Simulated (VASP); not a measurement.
# AlNi (Cmmm) in VASP: further runs

The runs below take AlNi through single point, with PBE.

All numbers are computed with VASP 6.6.1; they aren't measurements. Logs are shortened: lines on timing, memory, paths and dates and some standing lists are left out, and cuts for length are marked.

**1. The structure**

It takes space group Cmmm (No. 65, orthorhombic). The conventional cell has a = 3.877 Å, b = 3.906 Å, c = 3.099 Å, α = 90.00°, β = 90.00°, γ = 90.00°. Al (site symmetry mmm) has 8 Ni at 2.48 to 2.49 Å and 4 Al at 2.75 Å as nearest neighbours. Around Ni (site symmetry mmm) lie 8 Al at 2.48 to 2.49 Å and 4 Ni at 2.75 Å.

The cell comes from a database or a generator and needn't be the stable form of this composition.

**2. Single point, PBE**

INCAR reads:

```
PREC = Accurate
ENCUT = 520
EDIFF = 1E-6
ISMEAR = 0
SIGMA = 0.15
LREAL = F
LASPH = T
NELM = 100
ALGO = Fast
ISIF = 2
LWAVE = F
LCHARG = T
GGA = PE
LELF = T
LVHAR = T
NBANDS = 14
```

KPOINTS reads:

```
Automatic mesh
0
Gamma
  20 20 18
```

POSCAR reads:

```
AlNi
1.0
    1.9386940000     -1.9531901500      0.0000000000
    1.9386940000      1.9531901500      0.0000000000
    0.0000000000      0.0000000000      3.0994300413
Al Ni
1 1
Direct
    0.0000000000      0.0000000000      0.0000000000
    0.5000000000      0.5000000000      0.5000000000
```

Potentials or basis: VASP PAW PBE potentials, release 64 (Al, Ni).

Command:

```sh
$ cat potpaw_PBE.64/Al/POTCAR potpaw_PBE.64/Ni/POTCAR > POTCAR
$ mpirun -np 1 vasp_std > vasp.out
```

OUTCAR:

```text
PREC = Accurate
   ENCUT = 520
   EDIFF = 1E-6
   ISMEAR = 0
   LREAL = F
   LASPH = T
   NELM = 100
   ISIF = 2
   GGA = PE

 ion  position               nearest neighbor table
   1  0.000  0.000  0.000-   2 2.48   2 2.48   2 2.48   2 2.48   2 2.49   2 2.49   2 2.49   2 2.49

   2  0.500  0.500  0.500-   1 2.48   1 2.48   1 2.48   1 2.48   1 2.49   1 2.49   1 2.49   1 2.49

  LATTYP: Found a base centered orthorhombic cell.
 ALAT       =     3.8773880000
 B/A-ratio  =     1.0074772759
 C/A-ratio  =     0.7993603017

  Lattice vectors:

 A1 = (   1.9386940000,  -1.9531901500,   0.0000000000)
 A2 = (   1.9386940000,   1.9531901500,   0.0000000000)
 A3 = (   0.0000000000,   0.0000000000,   3.0994300413)

Analysis of symmetry for initial positions (statically):
=====================================================================
 Subroutine PRICEL returns:
 Original cell was already a primitive cell.

 Routine SETGRP: Setting up the symmetry group for a
 base centered orthorhombic supercell.

 Subroutine GETGRP returns: Found  8 space group operations
 (whereof  8 operations were pure point group operations)
 out of a pool of  8 trial point group operations.

The static configuration has the point symmetry D_2h.

Analysis of symmetry for dynamics (positions and initial velocities):
=====================================================================
 Subroutine PRICEL returns:
 Original cell was already a primitive cell.

 Routine SETGRP: Setting up the symmetry group for a
 base centered orthorhombic supercell.

 Subroutine GETGRP returns: Found  8 space group operations
 (whereof  8 operations were pure point group operations)
 out of a pool of  8 trial point group operations.

The dynamic configuration has the point symmetry D_2h.

 Subroutine INISYM returns: Found  8 space group operations
 (whereof  8 operations are pure point group operations),
 and found     1 'primitive' translations

----------------------------------------------------------------------------------------

                                     Primitive cell

  volume of cell :      23.4728

  direct lattice vectors                    reciprocal lattice vectors
     1.938694000 -1.953190150  0.000000000     0.257905580 -0.255991461  0.000000000
     1.938694000  1.953190150  0.000000000     0.257905580  0.255991461  0.000000000
     0.000000000  0.000000000  3.099430041     0.000000000  0.000000000  0.322639965

  length of vectors
     2.751996764  2.751996764  3.099430041     0.363382603  0.363382603  0.322639965

  position of ions in fractional coordinates (direct lattice)
[... 93 lines left out ...]
   EFERMI =   0.00;   METHOD = LEGACY
   ISMEAR =     0;   SIGMA  =   0.15  broadening in eV -4-tet -1-fermi 0-gaus
   EFERMI_NEDOS =   21; number of points for ismear=-14 and -15
   IALGO  =     68    algorithm
   IMIX   =      4    mixing-type and parameters
     AMIX     =   0.40;   BMIX     =  1.00
     AMIX_MAG =   1.60;   BMIX_MAG =  1.00
  volume/ion in A,a.u.               =      11.74        79.20
  Fermi-wavevector in a.u.,A,eV,Ry     =   1.344417  2.540580 24.591955  1.807458
  Thomas-Fermi vector in A             =   2.472413
   LORBIT       =      0    0 simple, 1 ext, 2 COOP (PROOUT), +10 PAW based schemes
   GGA     = PE    functional components
   LHFCALC =     F    Hartree Fock is set to
   AEXX    =    0.0000 exact exchange contribution
   IVDW    =     0    specifies the selected vdW correction
   LEPSILON=     F    determine dielectric tensor
   LRPA    =     F    only Hartree local field effects (RPA)
 non-spin polarized calculation
 RMM-DIIS sequential band-by-band and
 Gauss-broadening in eV      SIGMA  =   0.15
  energy-cutoff  :      520.00
  volume of cell :       23.47
 maximum number of plane-waves:       646
   NGX = 11   NGY = 11   NGZ = 11

 number of electron      13.0000022 magnetization

 Free energy of the ion-electron system (eV)
  ---------------------------------------------------
  ext. energy  EPLUGINS =         0.00000000
  ---------------------------------------------------
  free energy    TOTEN  =       -10.48849498 eV

  energy without entropy =      -10.47882869  energy(sigma->0) =      -10.48366183

 E-fermi :  10.2743     XC(G=0): -12.1380

 val. band max:       10.2737617204   @ k =   0.5000   0.5000   0.2778
 cond. band min:      10.2743867428   @ k =  -0.3000   0.2500   0.3889
 fundamental gap:      0.0006250225
 Fermi energy:        10.2742936951

 k-point     1 :       0.0000    0.0000    0.0000
  band No.  band energies     occupation
      1      -1.0137      2.00000
      2       6.8499      2.00000
      3       7.0004      2.00000
      4       8.6119      2.00000
      5       8.6315      2.00000
      6       8.9137      2.00000
      7      13.2119      0.00000
      8      17.3191      0.00000
      9      17.3625      0.00000
     10      17.4367      0.00000
     11      18.9187      0.00000
     12      24.9073      0.00000
     13      30.7108      0.00000
     14      30.7196      0.00000
[... 377 lines left out ...]
      1       1.4166      2.00000
      2       5.9914      2.00000
      3       7.3635      2.00000
      4       7.7053      2.00000
      5       8.3125      2.00000
      6       8.6911      2.00000
      7      10.4085      0.20564
      8      16.2810      0.00000
      9      17.8844      0.00000
     10      19.6637      0.00000
     11      22.1267      0.00000
     12      23.3403      0.00000
     13      24.8978      0.00000
     14      26.0240      0.00000

 [... further k-points ...]

------------------------ aborting loop because EDIFF is reached ----------------------------------------

  FORCE on cell =-STRESS in cart. coord.  units (eV):
  Direction    XX          YY          ZZ          XY          YZ          ZX
  --------------------------------------------------------------------------------------
  -------------------------------------------------------------------------------------
  Total        1.2976439      1.0650813      0.2008662      0.0000000      0.0000000      0.0000000
  in kB       88.5728252     72.6988819     13.7104552      0.0000000      0.0000000      0.0000000
  external PRESSURE =      58.3273874 kB  Pullay stress =       0.0000000 kB

 VOLUME and BASIS-vectors are now :
 -----------------------------------------------------------------------------
  energy-cutoff  :      520.00
  volume of cell :       23.47
      direct lattice vectors                 reciprocal lattice vectors
     1.938694000 -1.953190150  0.000000000     0.257905580 -0.255991461  0.000000000
     1.938694000  1.953190150  0.000000000     0.257905580  0.255991461  0.000000000
     0.000000000  0.000000000  3.099430041     0.000000000  0.000000000  0.322639965

 POSITION                                       TOTAL-FORCE (eV/Angst)
 -----------------------------------------------------------------------------------
      0.00000      0.00000      0.00000        -0.000000     -0.000000      0.000000
      1.93869      0.00000      1.54972         0.000000      0.000000      0.000000
 -----------------------------------------------------------------------------------
    total drift:                                0.000000      0.000000      0.000000

  FREE ENERGIE OF THE ION-ELECTRON SYSTEM (eV)
  ---------------------------------------------------
  free  energy   TOTEN  =       -10.4884949788 eV

  energy  without entropy=      -10.4788286896  energy(sigma->0) =      -10.48366183
```

OSZICAR:

```text
N       E                     dE             d eps       ncg     rms          rms(c)
DAV:   1     0.406635847925E+02    0.40664E+02   -0.53810E+03 31532   0.975E+02
DAV:   2    -0.102564728949E+02   -0.50920E+02   -0.45992E+02 33540   0.181E+02
DAV:   3    -0.119824772306E+02   -0.17260E+01   -0.17098E+01 39102   0.367E+01
DAV:   4    -0.120054271767E+02   -0.22950E-01   -0.22943E-01 36744   0.387E+00
DAV:   5    -0.120061061026E+02   -0.67893E-03   -0.67891E-03 39782   0.719E-01    0.124E+01
RMM:   6    -0.140900452564E+02   -0.20839E+01   -0.14539E+01 37896   0.477E+01    0.173E+01
RMM:   7    -0.105067412043E+02    0.35833E+01   -0.40287E+00 34893   0.245E+01    0.111E+00
RMM:   8    -0.104980773191E+02    0.86639E-02   -0.95115E-02 33115   0.307E+00    0.699E-01
RMM:   9    -0.104917098937E+02    0.63674E-02   -0.24944E-02 35199   0.979E-01    0.515E-01
RMM:  10    -0.104885363846E+02    0.31735E-02   -0.69345E-03 38271   0.104E+00    0.147E-01
RMM:  11    -0.104886152797E+02   -0.78895E-04   -0.80196E-04 42088   0.335E-01    0.115E-01
RMM:  12    -0.104884850562E+02    0.13022E-03   -0.28258E-04 42862   0.180E-01    0.251E-02
RMM:  13    -0.104884932820E+02   -0.82258E-05   -0.82221E-05 43452   0.597E-02    0.136E-02
RMM:  14    -0.104884947736E+02   -0.14916E-05   -0.14082E-05 40678   0.245E-02    0.521E-03
RMM:  15    -0.104884949788E+02   -0.20521E-06   -0.12622E-06 23047   0.964E-03
   1 F= -.10488495E+02 E0= -.10483662E+02  d E =-.966629E-02
```

stdout:

```text
POSCAR found type information on POSCAR AlNi
 POSCAR found :  2 types and       2 ions
 scaLAPACK will be used
 LDA part: xc-table for (Slater+PW92), standard interpolation
 POSCAR, INCAR and KPOINTS ok, starting setup
 FFT: planning ... GRIDC
 FFT: planning ... GRID_SOFT
 FFT: planning ... GRID
 WAVECAR not read
 entering main loop
WARNING in EDDRMM: call to ZHEGV failed, returncode =   8  4     14
WARNING in EDDRMM: call to ZHEGV failed, returncode =   8  4     14
WARNING in EDDRMM: call to ZHEGV failed, returncode =   8  4     13
WARNING in EDDRMM: call to ZHEGV failed, returncode =   6  3     13
WARNING in EDDRMM: call to ZHEGV failed, returncode =   8  4     14
```

It took 1.8 min on 1 thread of Intel Xeon 6975P-C (Granite Rapids), shared host; peak memory 0.45 GiB.

Results:

- Free energy: -10.4885 eV
- Pressure: 5.8 GPa
- Band gap on the k mesh: none (metal or under the smearing width)

Spin polarisation is off, so any magnetic state and its effect on volume and gap are missing.

**3. Single point, PBE**

INCAR reads:

```
  PREC = Accurate
  ENCUT = 520
  EDIFF = 1E-6
  ISMEAR = 0
  SIGMA = 0.15
  LREAL = False
  LASPH = True
  NELM = 100
  ALGO = Fast
  ISIF = 2
  LWAVE = False
  LCHARG = False
  GGA = PE
  NBANDS = 14
```

KPOINTS reads:

```
regular mesh
0
Gamma
  18 18 16
```

POSCAR is that of step 2.

Potentials or basis: VASP PAW PBE potentials, release 64 (Al, Ni).

Command:

```sh
$ cat potpaw_PBE.64/Al/POTCAR potpaw_PBE.64/Ni/POTCAR > POTCAR
$ mpirun -np 1 vasp_std > vasp.out
```

Run time: 77 s. Hardware: 1 thread of Intel Xeon 6975P-C (Granite Rapids), shared host; peak memory 0.36 GiB.

It converged, with:

```
Free energy            : -10.4886 eV
Pressure               : 5.9 GPa
Band gap on the k mesh : none (metal or under the smearing width)
```

Stress tensor (GPa, compression positive):
```
8.84 0.00 0.00
0.00 7.20 0.00
0.00 0.00 1.57
```

Levels at points of the mesh, in eV from the Fermi level:
| k point | band 3 | band 4 | band 5 | band 6 | band 7 | band 8 | band 9 | band 10 | band 11 | band 12 |
| --- | --- | --- | --- | --- | --- | --- | --- | --- | --- | --- |
| (0.00, 0.00, 0.00) | -3.28 | -1.66 | -1.64 | -1.36 | 2.94 | 7.04 | 7.09 | 7.16 | 8.64 | 14.63 |
| (0.50, 0.00, 0.00) | -2.80 | -2.76 | -2.08 | -1.53 | -0.36 | 7.80 | 7.92 | 9.37 | 11.65 | 12.72 |
| (0.50, 0.50, 0.00) | -2.45 | -2.44 | -2.44 | -2.32 | -0.85 | 2.23 | 3.27 | 10.78 | 13.53 | 13.66 |
| (0.00, 0.00, 0.50) | -2.96 | -2.10 | -2.07 | -1.32 | -1.25 | 8.40 | 11.21 | 11.25 | 11.50 | 11.51 |
| (0.50, 0.00, 0.50) | -3.45 | -2.87 | -2.00 | -1.91 | -1.23 | 1.32 | 2.18 | 13.61 | 15.58 | 16.11 |
| (0.50, 0.50, 0.50) | -4.14 | -1.19 | -0.84 | 1.85 | 2.09 | 2.21 | 3.93 | 4.05 | 4.14 | 5.36 |
